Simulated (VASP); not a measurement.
Crystal: CeO.

```
Ce O
1.0
     2.88810    0.00000    0.00000
     0.00000    2.88810    0.00000
     0.00000    0.00000    2.88810
Ce O
1 1
Direct
  0.00000 0.00000 0.00000
  0.50000 0.50000 0.50000
```

The cell comes from a database or a generator and needn't be the stable form of this composition.

Base run:

```yaml
Program: VASP 6.6.1
Functional: LDA
Potentials_or_basis: VASP PAW LDA potentials, release 64 (Ce, O)
Cutoff: 520 eV
k_mesh: 7 × 7 × 7
Occupations: gaussian, width 0.05 eV
Spin: collinear spin, ferromagnetic start
Starting_moments: "[1.0, 0.0] μB"
Hubbard_terms: Ce f U = 3 eV
```

Its results: band gap on the k mesh none (metal or under the smearing width); pressure 36.2 GPa; net moment 0.98 μB per cell; site moments Ce +0.96; O -0.01 μB.

Q: The run is repeated on the same cell with these changes: hubbard terms from Ce f U = 3 eV to Ce f U = 2 eV; further incar settings from ALGO = Normal; EDIFF = 1e-06; NBANDS = 20 to ALGO = Fast; EDIFF = 1e-06. What comes out?

A: Band gap on the k mesh none (metal or under the smearing width); pressure 33.0 GPa; net moment 0.99 μB per cell; site moments Ce +0.95; O -0.01 μB.

Caveats: the magnetic or orbital state may not be the lowest; a pressure of tens of GPa on the cell as given is suspect, and the run, the potentials or the cell itself is likely at fault; spin-orbit coupling is left out, which moves the levels of the heavy elements.
